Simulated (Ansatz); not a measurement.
Pb:

```xyz
2
Lattice="3.4800 0.0000 0.0000 -1.7400 3.0138 0.0000 0.0000 0.0000 5.5900" Properties=species:S:1:pos:R:3 pbc="T T T"
Pb    1.7400    1.0046    4.1925
Pb    0.0000    2.0092    1.3975
```

This isn't the form of Pb at room conditions, which is fcc.

Base run:

| Property | Result |
| --- | --- |
| Program | Ansatz 0.2.0 |
| Functional | r2SCAN |
| Potentials or basis | Ansatz PAW |
| Cutoff | 500 eV (not typed: the program's choice for these potentials) |
| k mesh | 9 × 9 × 5 |
| Occupations | fermi-dirac, width 0.05 eV |
| Spin | no spin polarisation |

Its results: band gap on the k mesh none (metal or under the smearing width); pressure 2.9 GPa.

After a change of settings the same cell gave: band gap on the k mesh none (metal or under the smearing width); pressure 1.1 GPa. Which change was it?
A. functional from r2SCAN to BLYP; cutoff from 500 eV (not typed: the program's choice for these potentials) to 420 eV (not typed: the program's choice for these potentials)
B. functional from r2SCAN to PBEsol; cutoff from 500 eV (not typed: the program's choice for these potentials) to 420 eV (not typed: the program's choice for these potentials)
C. functional from r2SCAN to RPBE; cutoff from 500 eV (not typed: the program's choice for these potentials) to 420 eV (not typed: the program's choice for these potentials)
D. functional from r2SCAN to LDA; cutoff from 500 eV (not typed: the program's choice for these potentials) to 420 eV (not typed: the program's choice for these potentials)

B.

Caveats: spin-orbit coupling is left out, which moves the levels of the heavy elements; the PAW data sets come from PBE, with cores solved anew for the run's functional, which leaves a small shift of forces and pressure.

Runs at the PBE level aren't shown here.
